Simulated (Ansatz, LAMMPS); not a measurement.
# Structural relaxation of amorphous SiO2 (96 atoms), part 2 of 4

Wanted: the relaxed structure of amorphous SiO2 (96 atoms) and its electronic structure.

Ansatz 0.2.0; Kohn-Sham DFT, PBE, PAW (set soft_2), plane waves.

The cell: 32 Si and 64 O. The quench rate of 50 K/ps is many orders above laboratory rates. The starting topology of bonds comes from the classical model. Only the Γ point is sampled in the main run, in a cell whose shortest periodic width is 11 Å.

So far. Step 3 (Single point at the start): The r.m.s. force component of 0.66 eV/Å sets the starting point.

## 4. Cell and atoms relaxed

Cell and atoms are freed together, to release stress as well as forces.

input.yaml reads:

```yaml
crystal:
  lattice:
    - [11.3216, 0.0, 0.0]
    - [0.0, 11.3216, 0.0]
    - [0.0, 0.0, 11.3216]
  atoms:
    [... the 96 atom lines of step 3 ...]
kpoints:
  mp_grid: { grid: [1, 1, 1] }
hamiltonian:
  xc: pbe
scf:
  occupations: { method: fermi_dirac, width: 0.025 }
output:
  forces: true
relax:
  f_tol: 0.04
  max_steps: 250
  cell: {}
```

Launch:

```
ansatz run input.yaml --threads 4 --pin off --max-ram 8192MiB --backend cpu --events-out ev --progress --plain --runs-dir out
```

Numbers of over 12 decimals in the logs are rounded to 6 here.

The program printed:

```text
[...]
Crystal: 96 atoms, lattice volume = 1451.187 Å³
Basis set: ecut = 420 eV, 28353 PW (Γ), exchange–correlation on 160×160×160 points (8 copies of the dense FFT grid, shifted against one another)
Bands: 352, of which v1, the nominal top of the filled ones, is band 256 counted from 1 (255 counted from 0)
Symmetry: 1 space group operations
[...]
k-points: 1
[...]
SCF iter   1: F=—  HF=-56759.723382 eV  |F-HF|=—  |Δ(HF+E_count)|=         —  Δρ=1.89e-3  dr2=4.62e-2  ethr=1.77e-3  ⟨swp⟩=7.0  Hψ=1732  notcnv=0  defer=54
[...]
SCF iter   9: F=-56759.722796 eV  HF=-56759.722796 eV  |F-HF|=6.58e-9  |Δ(HF+E_count)|=   4.67e-8  Δρ=5.58e-7  dr2=5.62e-9  ethr=1.95e-11  ⟨swp⟩=4.0  Hψ=1046  notcnv=0
SCF 1 converged in 9 iterations: F = -56759.722796 eV  dr2 = 5.62e-9
[...]
relax step   1: F+E_penalty+E_count = -56759.72279579 eV  Δ(F+E_penalty+E_count) = +0.000e0 eV  max|allowed force component| = 2.270e0 eV/Å  Δτ_max = 0.0000 Å  P = -0.112 GPa  Ω = 1451.187 Å³  (9 SCF iters, dr2 threshold 1.00e-7 eV, accepted)
[... from here on, the SCF cycles and remarks between the steps are left out ...]
relax step   2: F+E_penalty+E_count = -56761.92415857 eV  Δ(F+E_penalty+E_count) = -2.201e0 eV  max|allowed force component| = 1.662e0 eV/Å  Δτ_max = 0.0761 Å  P = -0.069 GPa  Ω = 1447.922 Å³  energy of the carried Pulay correction = +1.051e-2 eV  (7 SCF iters, dr2 threshold 9.60e-6 eV, accepted)
relax step   3: F+E_penalty+E_count = -56764.37775645 eV  Δ(F+E_penalty+E_count) = -2.454e0 eV  max|allowed force component| = 6.408e-1 eV/Å  Δτ_max = 0.1654 Å  P = +0.168 GPa  Ω = 1412.753 Å³  energy of the carried Pulay correction = +1.252e-1 eV  (7 SCF iters, dr2 threshold 9.60e-6 eV, accepted)
relax step   4: F+E_penalty+E_count = -56764.95030702 eV  Δ(F+E_penalty+E_count) = -5.726e-1 eV  max|allowed force component| = 1.518e-1 eV/Å  Δτ_max = 0.2000 Å  P = +0.017 GPa  Ω = 1385.568 Å³  energy of the carried Pulay correction = +2.157e-1 eV  (7 SCF iters, dr2 threshold 9.60e-6 eV, accepted)
relax step   5: F+E_penalty+E_count = -56765.00325455 eV  Δ(F+E_penalty+E_count) = -5.295e-2 eV  max|allowed force component| = 7.548e-2 eV/Å  Δτ_max = 0.1938 Å  P = -0.000 GPa  Ω = 1385.238 Å³  energy of the carried Pulay correction = +2.169e-1 eV  (7 SCF iters, dr2 threshold 1.44e-6 eV, accepted)
relax step   6: F+E_penalty+E_count = -56765.00582511 eV  Δ(F+E_penalty+E_count) = -2.571e-3 eV  max|allowed force component| = 6.490e-2 eV/Å  Δτ_max = 0.0214 Å  P = +0.009 GPa  Ω = 1384.891 Å³  energy of the carried Pulay correction = +2.180e-1 eV  (7 SCF iters, dr2 threshold 3.56e-7 eV, accepted)
relax step   7: F+E_penalty+E_count = -56765.00489260 eV  Δ(F+E_penalty+E_count) = +9.325e-4 eV  max|allowed force component| = 4.603e-3 eV/Å  Δτ_max = 0.0045 Å  P = -0.004 GPa  Ω = 1385.380 Å³  energy of the carried Pulay correction = +2.164e-1 eV  (6 SCF iters, dr2 threshold 2.63e-7 eV, accepted)
relax step   8: F+E_penalty+E_count = -56764.92949662 eV  Δ(F+E_penalty+E_count) = +7.540e-2 eV  max|allowed force component| = 5.644e-3 eV/Å  Δτ_max = 0.0000 Å  P = -0.147 GPa  Ω = 1385.380 Å³  stress off target by 3.32e-1 GPa  SCF on the basis re-selected at this cell (its energy is not comparable with the rows above)  (7 SCF iters)
relax step   9: F+E_penalty+E_count = -56764.94517983 eV  Δ(F+E_penalty+E_count) = -1.568e-2 eV  max|allowed force component| = 1.061e-2 eV/Å  Δτ_max = 0.0209 Å  P = +0.002 GPa  Ω = 1383.020 Å³  energy of the carried Pulay correction = +7.891e-3 eV  (7 SCF iters, dr2 threshold 2.75e-7 eV, accepted)
relax step  10: F+E_penalty+E_count = -56764.93636118 eV  Δ(F+E_penalty+E_count) = +8.819e-3 eV  max|allowed force component| = 1.072e-2 eV/Å  Δτ_max = 0.0000 Å  P = -0.009 GPa  Ω = 1383.020 Å³  stress off target by 1.70e-2 GPa  SCF on the basis re-selected at this cell (its energy is not comparable with the rows above)  (6 SCF iters)
[...]
SCF converged after 6 iterations
Free energy (F): -56764.936361 eV
[...]
Internal energy: -56764.936361 eV  (E = F + TS)
E sigma→0 (E₀):  -56764.936361 eV
Fermi energy:    4.098099 eV
[...]
--- Forces (eV/Å), atoms counted from 1 ---
  atom   1  Si    -0.00075690    -0.00444971    -0.00330989
  atom   2  Si     0.00183342    -0.00071186    -0.00036886
  atom   3  Si    -0.00057752     0.00618892    -0.00314706
  atom   4  Si     0.00558122     0.00316876     0.00620308
  atom   5  Si     0.00309873     0.00370177    -0.00130021
  atom   6  Si    -0.00197951    -0.00480621    -0.00143849
  atom   7  Si     0.00057788    -0.00383550     0.00826584
  atom   8  Si     0.00304841     0.00655079    -0.00020656
  atom   9  Si     0.00505101     0.00109513    -0.00441308
  atom  10  Si     0.00406052    -0.00518718    -0.00113392
  atom  11  Si    -0.00573595    -0.00281851    -0.00610341
  atom  12  Si    -0.00498367    -0.00181547     0.00470236
  atom  13  Si     0.00491821     0.00114233     0.00076827
  atom  14  Si     0.00022351    -0.00028316     0.00262532
[...]
atom  95  O     -0.00432272     0.00216055     0.00130403
  atom  96  O     -0.00274973    -0.00273464    -0.00243555
  max |Σ_I F_I| component: 2.65e-5 eV/Å
--- Stress (GPa, compression-positive) ---
       -0.004895      -0.008144       0.000387
       -0.008143      -0.007028      -0.003733
        0.000385      -0.003735      -0.014356
  P = ⅓ Tr σ = -0.0088 GPa (-0.088 kbar)
--- Relaxed structure (8 steps of the walk, 8 accepted, 2 SCFs on fresh bases) ---
  F+E_penalty+E_count = -56764.93636118 eV   max|allowed force component| = 1.072e-2 eV/Å   (the final SCF, on the basis selected at the relaxed cell)
  cell:  # Å, volume = 1383.0201 Å³
    - [11.224418, -0.397341, 0.063051]
    - [-0.397341, 11.284000, -0.252310]
    - [0.063051, -0.252310, 10.939002]
  atoms:
    - { symbol: Si, position: [0.195052, 0.661728, 0.188833] }
    - { symbol: Si, position: [0.920254, 0.269966, 0.209098] }
    - { symbol: Si, position: [0.438206, 0.554457, 0.864465] }
    - { symbol: Si, position: [0.011464, 0.089919, 0.569164] }
[...]
- { symbol: O, position: [0.952958, 0.368199, 0.707800] }
```

The job ended after 2.2 min (4 threads of Arm Neoverse V1, shared host; peak memory 1.7 GiB).

Relaxation path:

```tsv
step	energy less that of the first step (eV)	largest force component (eV/Å)	pressure (GPa)	volume (Å³)
1	0.0000	2.2696	-0.11	1451.19
2	-2.2014	1.6615	-0.07	1447.92
3	-4.6550	0.6408	0.17	1412.75
4	-5.2275	0.1518	0.02	1385.57
5	-5.2805	0.0755	0.00	1385.24
6	-5.2830	0.0649	0.01	1384.89
7	-5.2821	0.0046	0.00	1385.38
8*	-5.2067	0.0056	-0.15	1385.38
9	-5.2224	0.0106	0.00	1383.02
10*	-5.2136	0.0107	-0.01	1383.02
```

Relaxation steps marked * repeat the geometry before them on a plane-wave basis chosen anew for their cell, so energy and pressure can jump there.

```tsv
cell as run	before	after	change
a (Å)	11.322	11.232	-0.8 %
b (Å)	11.322	11.294	-0.2 %
c (Å)	11.322	10.942	-3.4 %
α (°)	90.00	92.61	+2.9 %
β (°)	90.00	89.30	-0.8 %
γ (°)	90.00	94.05	+4.5 %
volume (Å³/atom)	15.12	14.41	-4.7 %
```

The atoms that moved most (Å, as changes of fractional coordinates times the final cell):

```tsv
atom	dx	dy	dz	length
O38	-0.157	-0.311	-0.042	0.351
O85	0.108	0.161	-0.285	0.345
O83	-0.264	0.139	0.135	0.327
O49	0.010	0.097	-0.287	0.303
O56	-0.278	0.080	0.067	0.297
O86	0.109	-0.236	-0.143	0.297
O35	0.216	-0.002	0.200	0.294
O96	-0.184	-0.228	0.005	0.293
```

The relaxation changed the energy by -54.3 meV/atom, and atoms moved by 0.18 Å r.m.s., 0.35 Å at most.

## 5. Structure statistics after relaxation

Bonds before and after, by the cutoffs listed below:

```tsv
pair	bonds before	bonds after	mean before (Å)	mean after (Å)	spread before (Å)	spread after (Å)
O-Si	128	128	1.628	1.633	0.024	0.013
```

Density 2.31 g/cm³, 14.41 Å³ an atom.

Pair distribution functions g(r), in bins of 0.2 Å:

```tsv
r (Å)	total	O-O	O-Si	Si-Si
1.60	5.75	0.00	12.95	0.00
1.80	0.00	0.00	0.00	0.00
2.00	0.00	0.00	0.00	0.00
2.20	0.00	0.00	0.00	0.00
2.40	0.00	0.00	0.00	0.00
2.60	2.53	5.70	0.00	0.00
2.80	0.83	1.67	0.03	0.66
3.00	0.71	0.47	0.23	3.58
3.20	0.79	0.52	0.49	3.08
3.40	0.59	0.56	0.76	0.00
3.60	0.75	0.64	1.02	0.09
3.80	1.09	0.63	1.80	0.07
4.00	1.18	0.64	1.81	0.74
4.20	1.27	0.52	2.23	0.49
4.40	0.92	0.83	0.89	1.34
4.60	0.86	1.11	0.45	1.52
4.80	1.01	1.55	0.53	0.79
5.00	1.17	1.71	0.60	1.24
5.20	1.19	1.45	0.83	1.62
5.40	1.00	1.01	0.93	1.25
```

Bonds by pair of elements; cutoffs follow the first minimum of g(r), held within bounds set by covalent radii, and pairs that aren't listed don't count as bonded:

```tsv
pair A-B	cutoff (Å)	bonds	mean length (Å)	spread (Å)	shortest (Å)	B about A	A about B
O-Si	2.08	128	1.63	0.013	1.61	2	4
```

How many atoms have how many bonded neighbours:

```tsv
element	mean	2	4
O	2	64	0
Si	4	0	32
```

Bond angles (no mean is given where the spread exceeds 20°):

```tsv
angle	count	mean (°)	spread (°)
O-Si-O	192	110	4.3
Si-O-Si	64	143	14.3
```

Oxygen atoms by the number of network formers (Si, P, Ge, B, Al, As, Ga) bound to them:

```tsv
network formers bound to O	O atoms	per cent
0	0	0
1	0	0
2	64	100
```

Network units: each former by its oxygen neighbours and how many of them bridge to another former:

```tsv
former	O neighbours	bridging O	atoms
Si	4	4	32
```

Rings of the network by King's shortest-path rule, up to 12 atoms, one path for each pair of neighbours; H, halogens, alkali and alkaline-earth atoms are left out, and the last column divides by all other atoms, bonded or not:

```tsv
ring size (atoms)	rings	per network atom
6	1	0.01
8	6	0.062
10	10	0.104
12	19	0.198
```

With the cutoffs above, all O atoms have 2 and all Si atoms have 4 bonded neighbours. The O-Si-O angle averages 110° with a spread of 4°. 100 % of the oxygens bridge two formers (Si) and 0 % are non-bridging. The commonest Si unit has 4 oxygens, 4 of them shared with other formers (32 of 32 atoms). Rings of 12 atoms are the most common (53 % of those counted); sizes run from 6 to 12, where the search stops.

(Continued in part 3 of 4.)

[Logs are printed without paths, hosts, clocks, repeated set-up lines and the standing remarks that a program may print on its own settings, such as how far it seeks lower states.]

[Hosts, paths, dates, database ids (printed as entryN), source tags and the programs' standing remarks are cut or masked in the printed files.]
